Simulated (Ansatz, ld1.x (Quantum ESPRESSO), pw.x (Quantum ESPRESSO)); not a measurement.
# germanium: one change to the TM potential, in the atom and in the fcc crystal

- Element: germanium
- Generator: ld1.x (Quantum ESPRESSO) 7.5
- Type: norm-conserving Troullier–Martins (Kleinman–Bylander form)
- Functional: PBE
- Relativity: scalar-relativistic
- Frozen core: [Ar] 3d10
- Valence charge: 4
- Reference configuration: 4s2 4p2
- Partial waves: 4s (bound): rc 1.50 bohr; 4p (bound): rc 1.45 bohr
- Local potential: all-electron potential smoothed inside 1.50 bohr (lloc = -1)
- Core correction: none

Change: all radii scaled by about 1.17 (s 1.76, p 1.70 bohr); local potential all-electron potential smoothed inside 1.76 bohr (lloc = -1).

Cutoffs, loose and tight: the cutoffs (Ry, on a coarse ladder) from which the occupation-weighted sum of valence levels, in a spherical-Bessel basis at the reference potential, stays within 10 and 1 mRy of its value at 400 Ry. They do not see the model core or the augmentation charge, which bear on the density cutoff. Test errors are all-electron minus pseudo excitation energies from the reference, over the configurations 4s2 4p1; 4s2 4p0; 4s1 4p0; 4s2 4p2.3; 4s2 4p1.5; 4s1 4p3; 4s1 4p2; variants that change the core or the reference have their own tests.

Crystal test: fcc Ge in pw.x 7.5, no spin, 13³ k-points, Fermi–Dirac smearing 0.01 Ry, cutoffs set for each file from its atomic test. The reference is all-electron LAPW (Ansatz 0.2.0) with the same functional, mesh and smearing; V0 and B0 come from Birch–Murnaghan fits to the pressures at five volumes. Errors are pseudo minus all-electron; Δ is the rms difference of the E(V) curves that follow from these fits, minima aligned, over ±6 % about the mean V0. Mesh and smearing are coarse, so the numbers serve the comparison and aren't converged zero-temperature values; the lattice is a test structure that the element need not adopt.

All-electron: a0 = 4.278 Å (V0 = 19.58 Å³/atom), B0 = 60.8 GPa.

**Question.** Does the change bring the crystal closer to the all-electron result?

**Answer.** The mean pressure error goes from -14.27 to -11.77 GPa, so the change moves the solid closer to the all-electron pressures. Neither pressure curve crosses zero within the volumes sampled, so no fits are given.

```tsv
quantity	base	changed
outcome (atom)	generated	generated
cutoff, loose (atom)	45 Ry	18 Ry
cutoff, tight (atom)	70 Ry	40 Ry
bound ghosts (atom)	none	none
largest test error (meV) (atom)	+104	+92
cutoffs in pw.x (Ry)	85/340	50/200
mean pressure error (GPa)	-14.27	-11.77
```

Base: This is a poor potential for the solid. Changed file: This is a poor potential for the solid.
